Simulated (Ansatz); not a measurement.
A run of Ansatz 0.2.0 is set up as follows.

File input.yaml:

```yaml
crystal:
  lattice:
    - [-2.9888745628, 2.9888745628, 5.6642966801]
    - [2.9888745628, -2.9888745628, 5.6642966801]
    - [2.9888745628, 2.9888745628, -5.6642966801]
  atoms:
    - { symbol: Cd, position: [0.5, 0.5, 0.0] }
    - { symbol: Cd, position: [0.25, 0.75, 0.5] }
    - { symbol: As, position: [0.09621757, 0.125, 0.47121757] }
    - { symbol: As, position: [0.375, 0.90378243, 0.02878243] }
    - { symbol: As, position: [0.65378243, 0.625, 0.52878243] }
    - { symbol: As, position: [0.875, 0.34621757, 0.97121757] }
    - { symbol: Ge, position: [0.75, 0.25, 0.5] }
    - { symbol: Ge, position: [0.0, 0.0, 0.0] }
hamiltonian:
  xc: pbesol
  pseudopotentials: { kind: paw }
kpoints:
  mp_grid: { grid: [6, 6, 6] }
scf:
  occupations: { method: fermi_dirac, width: 0.05 }
output:
  forces: true
  stress: true
  eigenvalues: true
  write_density: true
  write_potential: true
  elf: true
  volumetric_format: npy
relax:
  f_tol: 0.01
  max_steps: 40
  cell: { stress_tol: 0.05, p_target: 2.0 }
```

Potentials or basis: Ansatz PAW.

Launch:

```sh
$ ansatz run input.yaml --threads 4 --pin off --max-ram 11264MiB --backend cpu --events-out ev --progress --plain --runs-dir out
```

Task: What does it give for the band gap on the k mesh?

Result: 0.16 eV, direct.

Task: Estimate the relaxed cell.

Result: a = 6.969 Å, b = 6.969 Å, c = 6.969 Å, α = 130.03°, β = 130.03°, γ = 73.36°.

Final structure:
```
CELL_PARAMETERS angstrom
-2.94362 2.94362 5.58882
2.94362 -2.94362 5.58882
2.94362 2.94362 -5.58882
ATOMIC_POSITIONS crystal
Cd 0.50000 0.50000 0.00000
Cd 0.25000 0.75000 0.50000
As 0.10002 0.12500 0.47502
As 0.37500 0.89998 0.02498
As 0.64998 0.62500 0.52498
As 0.87500 0.35002 0.97502
Ge 0.75000 0.25000 0.50000
Ge 0.00000 0.00000 0.00000
```

Caveat: the plane-wave basis is chosen anew once the cell has moved, so the energies of steps on either side of that aren't comparable. PBEsol gaps usually lie below the measured ones, often by a third to a half.
